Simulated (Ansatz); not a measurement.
Input:

```yaml
crystal:
  lattice:
    - [2.69049, 0.00000, 0.00000]
    - [-1.34524, 2.33003, 0.00000]
    - [0.00000, 0.00000, 4.36988]
  atoms:
    - { symbol: Be, position: [0.66667, 0.33333, 0.00145] }
    - { symbol: Be, position: [0.33333, 0.66667, 0.50145] }
    - { symbol: O, position: [0.66667, 0.33333, 0.62375] }
    - { symbol: O, position: [0.33333, 0.66667, 0.12375] }
```

No spin polarisation.

0.137 holes added to each cell, a density of 5.0×10^21 cm⁻³, with a uniform compensating background at fixed cell and a 300 K Fermi–Dirac width.

Level of theory: r2SCAN in Ansatz (plane waves to 500 eV, PAW, no spin-orbit coupling). Γ-centred 25×25×14 mesh, Fermi–Dirac width 0.0259 eV.

What is the computed Fermi level relative to the doped band's edge (positive inside the band; to 0.05 eV)?

+0.25 eV.

What gap character does the calculation give?

Direct at Γ.

Estimate the gap between the host's bands.

8.68 eV.

Carriers are added with a uniform compensating background; total energy and stress of such cells depend on the potential's zero and are not compared; many-body gap narrowing is missing at this level. Whether these cells are dynamically stable was not tested. The cell was made from BeO in the wurtzite structure (space group P6_3mc, No. 186) by this change: holes 5.0×10^21 cm⁻³.

Ansatz is an electronic-structure program.
